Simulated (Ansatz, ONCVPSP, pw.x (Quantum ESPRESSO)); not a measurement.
# copper (Cu): one change to the ONCV potential, in the atom and in the bcc crystal

| Item | Value |
| --- | --- |
| Element | copper |
| Generator | ONCVPSP 4.0.1.1 (patched build) |
| Type | optimised norm-conserving Vanderbilt (ONCV) |
| Functional | PBE |
| Relativity | scalar-relativistic |
| Frozen core | [Ar] |
| Valence charge | 11 |
| Reference configuration | 3d10 4s0.75 4p0.25 |
| Partial waves | 4s: rc 1.85 bohr, ncon 4, nbas 8, qcut 4.3 1/bohr, 2 projectors, debl 2.6 Ha; 4p: rc 3.35 bohr, ncon 3, nbas 8, qcut 2.9 1/bohr, 2 projectors, debl 1.6 Ha; 3d: rc 1.30 bohr, ncon 4, nbas 9, qcut 12.8 1/bohr, 1 projector |
| Local potential | polynomial inside 1.00 bohr (lpopt 5, dvloc0 4 Ha) |
| Core correction | Teter function, fcfact 4.5, rcfact 1.55 |

Change: s: qcut 5.2.

Cutoffs, loose and tight: the cutoffs (Ha) at which the residual kinetic energy of the hardest occupied pseudo-wave falls to 1 and 0.1 mHa per electron. They do not see the model core or the augmentation charge, which bear on the density cutoff. Test errors are all-electron minus pseudo excitation energies from the reference, over the configurations 3d10 4s1 4p0; 3d10 4s0 4p0; 3d9 4s0 4p0; 3d9 4s2 4p0; variants that change the core or the reference have their own tests.

Crystal test: bcc Cu in pw.x 7.5, no spin, 16³ k-points, Fermi–Dirac smearing 0.01 Ry, cutoffs set for each file from its atomic test. The reference is all-electron LAPW (Ansatz 0.2.0) with the same functional, mesh and smearing; V0 and B0 come from Birch–Murnaghan fits to the pressures at five volumes. Errors are pseudo minus all-electron; Δ is the rms difference of the E(V) curves that follow from these fits, minima aligned, over ±6 % about the mean V0. Mesh and smearing are coarse, so the numbers serve the comparison and aren't converged zero-temperature values; the lattice is a test structure that the element need not adopt.

All-electron: a0 = 2.885 Å (V0 = 12.01 Å³/atom), B0 = 138.4 GPa.

Q: Does the change bring the crystal closer to the all-electron result?

A: The mean pressure error goes from -45.88 to -91.47 GPa, so the change moves the solid further from the all-electron pressures. Neither pressure curve crosses zero within the volumes sampled, so no fits are given.

| quantity | base | changed |
| --- | --- | --- |
| outcome (atom) | generated | generated |
| cutoff, loose (atom) | 62 Ha | 62 Ha |
| cutoff, tight (atom) | 71 Ha | 71 Ha |
| bound ghosts (atom) | none | s |
| largest test error (meV) (atom) | -129 over the solved tests; 1 of 4 tests not solved or not reliable | -2.0 over the solved tests; 2 of 4 tests not solved or not reliable |
| cutoffs in pw.x (Ry) | 165/660 | 165/660 |
| mean pressure error (GPa) | -45.88 | -91.47 |

Base: The largest radius (3.35 bohr) exceeds half the bond length (2.36 bohr), so the spheres overlap, which is one possible source of error among others. This is a poor potential for the solid. The generator flags a localised state at positive energy (s at 26 eV). Atomic configuration tests: 1 of 4 tests not solved or not reliable. Changed file: The largest radius (3.35 bohr) exceeds half the bond length (2.36 bohr), so the spheres overlap, which is one possible source of error among others. This is a poor potential for the solid. Note: ghosts flagged at negative energy: s at -43.4 eV; no localised positive-energy state flagged. A true bound ghost makes a file unfit for plane-wave use. Atomic configuration tests: 2 of 4 tests not solved or not reliable.
